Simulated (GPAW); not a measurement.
Crystal: ZnCu2SnSe4.

```xyz
8
Lattice="-2.8856 2.8856 5.7398 2.8856 -2.8856 5.7398 2.8856 2.8856 -5.7398" Properties=species:S:1:pos:R:3 pbc="T T T"
Sn    0.0000    0.0000    5.7398
Se    4.3846    1.3475    1.4921
Se   -1.4990    1.5381    7.2320
Se    1.3475    1.3866   -1.4921
Se    1.5381    1.4990    4.2477
Zn    0.0000    2.8856    2.8699
Cu    0.0000    0.0000    0.0000
Cu    2.8856    0.0000    2.8699
```

The cell comes from a database or a generator and needn't be the stable form of this composition.

Base run:

| Quantity | Value |
| --- | --- |
| Program | GPAW 26.7.0 |
| Functional | LDA |
| Potentials or basis | the program's PAW data sets (release 1.2.1) made for this functional |
| Cutoff | 450 eV |
| Basis | pw |
| k mesh | 4 × 4 × 4 |
| Occupations | fermi-dirac, width 0.05 eV |
| Spin | no spin polarisation |

Its results: band gap on the k mesh 0.05 eV, direct; pressure -6.1 GPa; largest force 0.121 eV/Å.

Q: The run is repeated on the same cell with these changes: functional from LDA to PBE; potentials or basis from the program's PAW data sets (release 1.2.1) made for this functional to GPAW PAW data sets (gpaw-data 1.2.1). What comes out?

A: Band gap on the k mesh none (metal or under the smearing width); pressure -0.7 GPa; largest force 0.053 eV/Å.

Caveats: some runs use coarse meshes; with this Cu data set, volumes or pressures lay over 1.5 % or 2 GPa off other programs in two to four cells of ten; the cutoff is short for stress and forces, so pressures can be off by a GPa or more; spin-orbit coupling is left out, which moves the levels of the heavy elements (some runs); the run has no spin polarisation, though such a crystal can be magnetic (some runs).

A k mesh can miss the band edges.
